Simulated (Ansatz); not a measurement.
Write the native input for Ansatz 0.2.0 that does the following.

* Task: relaxation of cell and atoms
* Functional: RPBE
* Potentials or basis: Ansatz PAW
* Cutoff: 420 eV (not typed: the program's choice for these potentials)
* k mesh: 11 × 11 × 11
* Occupations: fermi-dirac, width 0.05 eV
* Spin: no spin polarisation

Crystal: Nb.

```
CELL_PARAMETERS angstrom
-1.66395 1.66395 1.66395
1.66395 -1.66395 1.66395
1.66395 1.66395 -1.66395
ATOMIC_POSITIONS crystal
Nb 0.00000 0.00000 0.00000
```

The input as run:

input.yaml

```yaml
crystal:
  lattice:
    - [-1.66395, 1.66395, 1.66395]
    - [1.66395, -1.66395, 1.66395]
    - [1.66395, 1.66395, -1.66395]
  atoms:
    - { symbol: Nb, position: [0.0, 0.0, 0.0] }
hamiltonian:
  xc: rpbe
  pseudopotentials: { kind: paw }
kpoints:
  mp_grid: { grid: [11, 11, 11] }
scf:
  occupations: { method: fermi_dirac, width: 0.05 }
output:
  forces: true
  stress: true
  write_density: true
  write_potential: true
  elf: true
  volumetric_format: npy
relax:
  f_tol: 0.01
  max_steps: 40
  cell: { stress_tol: 0.05 }
```

Potentials or basis: Ansatz PAW.

Run with:

```console
$ ansatz run input.yaml --threads 2 --pin off --max-ram 5632MiB --backend cpu --events-out ev --progress --plain --runs-dir out
```

Results of the run:

```yaml
Relaxed_volume: 18.52 Å³/atom
Relaxed_cell: a = 2.887 Å, b = 2.887 Å, c = 2.887 Å, α = 109.47°, β = 109.47°, γ = 109.47°
Space_group_after_relaxing_to_0.05_Å: Im-3m (No. 229)
Energy_gained_by_relaxing: 0.2 meV/atom
Ionic_steps: 3
Pressure_after_relaxing: 0.0 GPa
Band_gap_on_the_k_mesh: none (metal or under the smearing width)
```

Caveat: the plane-wave basis is chosen anew once the cell has moved, so the energies of steps on either side of that aren't comparable; the PAW data sets come from PBE, with cores solved anew for the run's functional, which leaves a small shift of forces and pressure.

Run time: 2.3 s on 2 threads of Intel(R) Xeon(R) Processor @ 2.70GHz (shared host), peak memory 0.32 GiB.
